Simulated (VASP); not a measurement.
# InAs (F-43m) in VASP: settings compared

The runs below take InAs through single point, with PBE, r2SCAN.

Program: VASP 6.6.1. These are calculated values, not measurements. Logs are shortened: lines on timing, memory, paths and dates and some standing lists are left out, and cuts for length are marked.

**What was measured.**

A printed reference work, data compilation reports, for a bulk crystal of InAs at 4.2 K: band gap 0.418 eV (direct).

The results are compared with them further down.

### 1 The crystal as given

Symmetry: F-43m, No. 216, cubic system. The conventional cell has a = 6.036 Å, b = 6.036 Å, c = 6.036 Å, α = 90.00°, β = 90.00°, γ = 90.00°. Around In (site symmetry -43m) lie 4 As at 2.61 Å. As (site symmetry -43m) has 4 In at 2.61 Å as nearest neighbours.

### 2 Single point, PBE

Input file INCAR:

```
ALGO = Normal
EDIFF = 1E-6
ENCUT = 520
GGA = PE
ISIF = 2
ISMEAR = 0
LASPH = T
LCHARG = T
LELF = T
LREAL = F
LVHAR = T
LWAVE = F
NBANDS = 16
NELM = 100
PREC = Accurate
SIGMA = 0.05
```

Input file KPOINTS:

```
k-points
0
Gamma
  6 6 6
```

Input file POSCAR:

```
InAs
1.0
    0.0000000000      3.0180000000      3.0180000000
    3.0180000000      0.0000000000      3.0180000000
    3.0180000000      3.0180000000      0.0000000000
In As
1 1
Direct
    0.0000000000      0.0000000000      0.0000000000
    0.2500000000      0.2500000000      0.2500000000
```

Potentials or basis: VASP PAW PBE potentials, release 64 (In_d, As).

Run with:

```
$ cat potpaw_PBE.64/In_d/POTCAR potpaw_PBE.64/As/POTCAR > POTCAR
$ mpirun -np 1 vasp_std > vasp.out
```

OUTCAR:

```text
EDIFF = 1E-6
   ENCUT = 520
   GGA = PE
   ISIF = 2
   ISMEAR = 0
   LASPH = T
   LREAL = F
   NELM = 100
   PREC = Accurate

 ion  position               nearest neighbor table
   1  0.000  0.000  0.000-   2 2.61   2 2.61   2 2.61   2 2.61
   2  0.250  0.250  0.250-   1 2.61   1 2.61   1 2.61   1 2.61

  LATTYP: Found a face centered cubic cell.
 ALAT       =     6.0360000000

  Lattice vectors:

 A1 = (   0.0000000000,   3.0180000000,   3.0180000000)
 A2 = (   3.0180000000,   0.0000000000,   3.0180000000)
 A3 = (   3.0180000000,   3.0180000000,   0.0000000000)

Analysis of symmetry for initial positions (statically):
=====================================================================
 Subroutine PRICEL returns:
 Original cell was already a primitive cell.

 Routine SETGRP: Setting up the symmetry group for a
 face centered cubic supercell.

 Subroutine GETGRP returns: Found 24 space group operations
 (whereof 24 operations were pure point group operations)
 out of a pool of 48 trial point group operations.

The static configuration has the point symmetry T_d .

Analysis of symmetry for dynamics (positions and initial velocities):
=====================================================================
 Subroutine PRICEL returns:
 Original cell was already a primitive cell.

 Routine SETGRP: Setting up the symmetry group for a
 face centered cubic supercell.

 Subroutine GETGRP returns: Found 24 space group operations
 (whereof 24 operations were pure point group operations)
 out of a pool of 48 trial point group operations.

The dynamic configuration has the point symmetry T_d .

 Subroutine INISYM returns: Found 24 space group operations
 (whereof 24 operations are pure point group operations),
 and found     1 'primitive' translations

----------------------------------------------------------------------------------------

                                     Primitive cell

  volume of cell :      54.9778

  direct lattice vectors                    reciprocal lattice vectors
     0.000000000  3.018000000  3.018000000    -0.165672631  0.165672631  0.165672631
     3.018000000  0.000000000  3.018000000     0.165672631 -0.165672631  0.165672631
     3.018000000  3.018000000  0.000000000     0.165672631  0.165672631 -0.165672631

  length of vectors
     4.268096531  4.268096531  4.268096531     0.286953414  0.286953414  0.286953414

  position of ions in fractional coordinates (direct lattice)
     0.000000000  0.000000000  0.000000000
     0.250000000  0.250000000  0.250000000

  ion indices of the primitive-cell ions
   primitive index   ion index
                 1           1
                 2           2

----------------------------------------------------------------------------------------

 KPOINTS: k-points

Automatic generation of k-mesh.
 Grid dimensions read from file:
 generate k-points for:    6    6    6

 Generating k-lattice:

  Cartesian coordinates                     Fractional coordinates (reciprocal lattice)
    -0.027612105  0.027612105  0.027612105     0.166666667  0.000000000  0.000000000
     0.027612105 -0.027612105  0.027612105     0.000000000  0.166666667  0.000000000
     0.027612105  0.027612105 -0.027612105     0.000000000  0.000000000  0.166666667

  Length of vectors
     0.047825569  0.047825569  0.047825569

  Shift w.r.t. Gamma in fractional coordinates (k-lattice)
     0.000000000  0.000000000  0.000000000

 Subroutine IBZKPT returns following result:
 ===========================================

 Found     16 irreducible k-points:

 Following reciprocal coordinates:
            Coordinates               Weight
  0.000000  0.000000  0.000000      1.000000
  0.166667  0.000000  0.000000      8.000000
  0.333333  0.000000  0.000000      8.000000
  0.500000  0.000000  0.000000      4.000000
  0.166667  0.166667  0.000000      6.000000
  0.333333  0.166667  0.000000     24.000000
[... 8 lines left out ...]
 -0.333333  0.333333  0.166667     24.000000
 -0.333333  0.500000  0.166667     12.000000
   k-points           NKPTS =     16   k-points in BZ     NKDIM =     16   number of bands    NBANDS=     16
   number of dos      NEDOS =    301   number of ions     NIONS =      2
   total plane-waves  NPLWV =  32768
   dimension x,y,z NGX =    32 NGY =   32 NGZ =   32
   dimension x,y,z NGXF=    64 NGYF=   64 NGZF=   64
   ions per type =               1   1
   NGX,Y,Z   is equivalent  to a cutoff of  12.46, 12.46, 12.46 a.u.
   NGXF,Y,Z  is equivalent  to a cutoff of  24.93, 24.93, 24.93 a.u.
 SYSTEM =  unknown system
   PREC   = accura    normal or accurate (medium, high low for compatibility)
   ISTART =      0    job   : 0-new  1-cont  2-samecut
   ICHARG =      2    charge: 1-file 2-atom 10-const
   ISPIN  =      1    spin polarized calculation?
   LNONCOLLINEAR =      F non collinear calculations
   LSORBIT =      F    spin-orbit coupling
   LASPH  =      T    aspherical Exc in radial PAW
   ENCUT  =  520.0 eV  38.22 Ry    6.18 a.u.   7.94  7.94  7.94*2*pi/ulx,y,z
   NELM   =    100;   NELMIN=  2; NELMDL= -5     # of ELM steps
   EDIFF  = 0.1E-05   stopping-criterion for ELM
   LREAL  =      F    real-space projection
   EDIFFG = 0.1E-04   stopping-criterion for IOM
   NSW    =      0    number of steps for IOM
   IBRION =     -1    ionic relax: 0-MD 1-quasi-New 2-CG
   NFREE  =      0    steps in history (QN), initial steepest desc. (CG)
   ISIF   =      2    stress and relaxation
   ISYM   =      2    0-nonsym 1-usesym 2-fastsym
   POTIM  = 0.5000    time-step for ionic-motion
   TEBEG  =    0.0;   TEEND  =   0.0 temperature during run
   PSTRESS=    0.0 pullay stress
   NELECT =      18.0000    total number of electrons
   NUPDOWN=      -1.0000    fix difference up-down
   EMIN   =  10.00;   EMAX   =-10.00  energy-range for DOS
   EFERMI =   0.00;   METHOD = LEGACY
   ISMEAR =     0;   SIGMA  =   0.05  broadening in eV -4-tet -1-fermi 0-gaus
   EFERMI_NEDOS =   21; number of points for ismear=-14 and -15
   IALGO  =     38    algorithm
   IMIX   =      4    mixing-type and parameters
     AMIX     =   0.40;   BMIX     =  1.00
     AMIX_MAG =   1.60;   BMIX_MAG =  1.00
  volume/ion in A,a.u.               =      27.49       185.50
  Fermi-wavevector in a.u.,A,eV,Ry     =   1.128331  2.132236 17.321990  1.273130
  Thomas-Fermi vector in A             =   2.265020
   LORBIT       =      0    0 simple, 1 ext, 2 COOP (PROOUT), +10 PAW based schemes
   GGA     = PE    functional components
   LHFCALC =     F    Hartree Fock is set to
   AEXX    =    0.0000 exact exchange contribution
   IVDW    =     0    specifies the selected vdW correction
   LEPSILON=     F    determine dielectric tensor
   LRPA    =     F    only Hartree local field effects (RPA)
 non-spin polarized calculation
 Gauss-broadening in eV      SIGMA  =   0.05
  energy-cutoff  :      520.00
  volume of cell :       54.98
 maximum number of plane-waves:      1492
   NGX = 15   NGY = 15   NGZ = 15

 number of electron      17.9999991 magnetization

 Free energy of the ion-electron system (eV)
  ---------------------------------------------------
  ext. energy  EPLUGINS =         0.00000000
  ---------------------------------------------------
  free energy    TOTEN  =        -7.64591546 eV

  energy without entropy =       -7.64555837  energy(sigma->0) =       -7.64573691

 E-fermi :   4.5849     XC(G=0):  -9.1143

 val. band max:        4.5696242599   @ k =   0.0000   0.0000   0.0000
 cond. band min:       5.5355391082   @ k =   0.5000   0.0000   0.0000
 fundamental gap:      0.9659148483
 Fermi energy:         4.5848526464

 k-point     1 :       0.0000    0.0000    0.0000
  band No.  band energies     occupation
      1      -9.8397      2.00000
      2      -9.8397      2.00000
      3      -9.8397      2.00000
      4      -9.7119      2.00000
      5      -9.7119      2.00000
      6      -7.3271      2.00000
[... 8 lines left out ...]
     15      14.2612      0.00000
     16      14.2612      0.00000

 k-point     2 :       0.1667    0.0000    0.0000
  band No.  band energies     occupation
      1      -9.8741      2.00000
      2      -9.8297      2.00000
      3      -9.8297      2.00000
      4      -9.7118      2.00000
      5      -9.7118      2.00000
      6      -7.0419      2.00000
[... 8 lines left out ...]
     15      13.1711      0.00000
     16      13.1711      0.00000

 k-point     3 :       0.3333    0.0000    0.0000
  band No.  band energies     occupation
      1      -9.9365      2.00000
      2      -9.8134      2.00000
      3      -9.8134      2.00000
      4      -9.7080      2.00000
      5      -9.7080      2.00000
      6      -6.3317      2.00000
[... 8 lines left out ...]
     15      13.6558      0.00000
     16      13.6558      0.00000

 k-point     4 :       0.5000    0.0000    0.0000
  band No.  band energies     occupation
      1      -9.9652      2.00000
      2      -9.8076      2.00000
      3      -9.8076      2.00000
      4      -9.7036      2.00000
      5      -9.7036      2.00000
      6      -5.8394      2.00000
[... 8 lines left out ...]
     15      15.3393      0.00000
     16      15.3393      0.00000
[... 172 lines left out ...]
 k-point    14 :       0.5000    0.3333    0.1667
  band No.  band energies     occupation
      1      -9.9785      2.00000
      2      -9.7946      2.00000
      3      -9.7821      2.00000
      4      -9.7273      2.00000
      5      -9.7003      2.00000
      6      -5.7933      2.00000
[... 8 lines left out ...]
     15      15.2173      0.00000
     16      16.5787      0.00000

 k-point    15 :      -0.3333    0.3333    0.1667
  band No.  band energies     occupation
      1      -9.9911      2.00000
      2      -9.7941      2.00000
      3      -9.7736      2.00000
      4      -9.7230      2.00000
      5      -9.7041      2.00000
      6      -5.4144      2.00000
[... 8 lines left out ...]
     15      15.4431      0.00000
     16      16.3729      0.00000

 k-point    16 :      -0.3333    0.5000    0.1667
  band No.  band energies     occupation
      1     -10.0076      2.00000
      2      -9.7803      2.00000
      3      -9.7630      2.00000
      4      -9.7342      2.00000
      5      -9.6982      2.00000
      6      -5.2515      2.00000
[... 8 lines left out ...]
     15      16.2366      0.00000
     16      16.4479      0.00000

------------------------ aborting loop because EDIFF is reached ----------------------------------------

  FORCE on cell =-STRESS in cart. coord.  units (eV):
  Direction    XX          YY          ZZ          XY          YZ          ZX
  --------------------------------------------------------------------------------------
  -------------------------------------------------------------------------------------
  Total        1.5171875      1.5171875      1.5171875      0.0000000      0.0000000      0.0000000
  in kB       44.2142370     44.2142370     44.2142370      0.0000000      0.0000000      0.0000000
  external PRESSURE =      44.2142370 kB  Pullay stress =       0.0000000 kB

 VOLUME and BASIS-vectors are now :
 -----------------------------------------------------------------------------
  energy-cutoff  :      520.00
  volume of cell :       54.98
      direct lattice vectors                 reciprocal lattice vectors
     0.000000000  3.018000000  3.018000000    -0.165672631  0.165672631  0.165672631
     3.018000000  0.000000000  3.018000000     0.165672631 -0.165672631  0.165672631
     3.018000000  3.018000000  0.000000000     0.165672631  0.165672631 -0.165672631

 POSITION                                       TOTAL-FORCE (eV/Angst)
 -----------------------------------------------------------------------------------
      0.00000      0.00000      0.00000        -0.000000     -0.000000      0.000000
      1.50900      1.50900      1.50900         0.000000      0.000000     -0.000000
 -----------------------------------------------------------------------------------
    total drift:                               -0.000000     -0.000000     -0.000000

  FREE ENERGIE OF THE ION-ELECTRON SYSTEM (eV)
  ---------------------------------------------------
  free  energy   TOTEN  =        -7.6459154562 eV

  energy  without entropy=       -7.6455583674  energy(sigma->0) =       -7.64573691
```

Run time: 8.1 s. Hardware: 1 thread of Intel Xeon Platinum 8559C (Emerald Rapids), shared host; peak memory 0.18 GiB.

Results:

```
Free energy            : -7.6459 eV
Pressure               : 4.4 GPa
Band gap on the k mesh : none (metal or under the smearing width)
```

Levels at points of the mesh, in eV from the Fermi level:
```csv
k point,band 7,band 8,band 9,band 10,band 11,band 12
"(0.00, 0.00, 0.00)",-0.18,-0.02,-0.02,-0.02,3.89,3.89
"(0.50, 0.00, 0.00)",-5.81,-1.01,-1.01,0.95,4.66,4.66
"(0.50, 0.50, 0.00)",-5.88,-2.36,-2.36,1.52,2.04,9.20
```

Caveat: this crystal is a semiconductor, whose small gap the functional closes, so the metal is an error of the method.

### 3 Single point, r2SCAN

This run uses another cell than the first one, of 22.80 Å³/atom, 0.829 times its volume.

Input file POSCAR:

```
InAs
1.0
    0.0000000000      2.8356486869      2.8356486869
    2.8356486869      0.0000000000      2.8356486869
    2.8356486869      2.8356486869      0.0000000000
In As
1 1
Direct
    0.0000000000      0.0000000000      0.0000000000
    0.2500000000      0.2500000000      0.2500000000
```

Input file INCAR.step1:

```
SYSTEM = InAs
  PREC = Accurate
  ENCUT = 520
  ISMEAR = 0
  SIGMA = 0.05
  LREAL = .False.
  LASPH = .True.
  NELM = 100
  NBANDS = 16
  GGA = PE
  ALGO = Normal
  EDIFF = 1E-4
  LWAVE = .True.
  LCHARG = .False.
```

Input file INCAR.step2:

```
SYSTEM = InAs
  PREC = Accurate
  ENCUT = 520
  EDIFF = 1E-6
  ISMEAR = 0
  SIGMA = 0.05
  LREAL = .False.
  LASPH = .True.
  NELM = 100
  ALGO = Normal
  ISIF = 2
  LWAVE = .False.
  LCHARG = .True.
  METAGGA = R2SCAN
  LMIXTAU = .True.
  LELF = .True.
  LVHAR = .True.
  NBANDS = 16
  ISTART = 1
```

Input file KPOINTS:

```
regular mesh
0
Gamma
  14 14 14
  0 0 0
```

Potentials or basis: VASP PAW PBE potentials, release 64 (In_d, As).

Run with:

```
$ cat potpaw_PBE.64/In_d/POTCAR potpaw_PBE.64/As/POTCAR > POTCAR
$ cp INCAR.step1 INCAR
$ mpirun -np 1 vasp_std > vasp.out
$ cp INCAR.step2 INCAR
$ mpirun -np 1 vasp_std > vasp.out
```

Run time: 2.6 min. Hardware: 1 thread of Intel Xeon Platinum 8559C (Emerald Rapids), shared host; peak memory 0.22 GiB.

It converged, with:

| Property | Result |
| --- | --- |
| Free energy | -37.4355 eV |
| Pressure | 21.6 GPa |
| Band gap on the k mesh | 1.31 eV, direct |

Levels at points of the mesh, in eV from the valence-band top:
```tsv
k point	band 5	band 6	band 7	band 8	band 9	band 10	band 11	band 12	band 13	band 14
(0.00, 0.00, 0.00)	-15.14	-13.80	0.00	0.00	0.00	1.31	4.30	4.30	4.30	8.90
(0.50, 0.00, 0.00)	-15.13	-11.51	-7.08	-1.35	-1.35	1.81	5.09	5.09	7.43	10.87
(0.50, 0.50, 0.00)	-15.10	-10.72	-6.92	-3.16	-3.16	1.46	2.31	11.31	11.39	11.39
```

Caveat: so large a pressure means that the cell lies far from this level's equilibrium, or that cutoff or potentials fall short; the potentials were made for another functional, which shifts forces and pressure; spin-orbit coupling is left out, which moves the levels of the heavy elements.

### 4 Comparison with measurements

Step 2. Measured gap of InAs: 0.418 eV (direct; 4.2 K; a printed reference work, data compilation). This calculation gives 0.00 eV (-0.42 eV). Spin-orbit coupling on As, In is left out. The value is that of PBE on a finite k mesh, which can miss the band edges, without temperature or zero-point motion. Semilocal functionals fall short of measured gaps as a rule.

Step 3. Against the measured gap of InAs, 0.418 eV (direct; 4.2 K; a printed reference work, data compilation), the calculated 1.31 eV is off by +0.89 eV. Spin-orbit coupling on As, In is left out. The value is that of r2SCAN on a finite k mesh, which can miss the band edges, without temperature or zero-point motion.
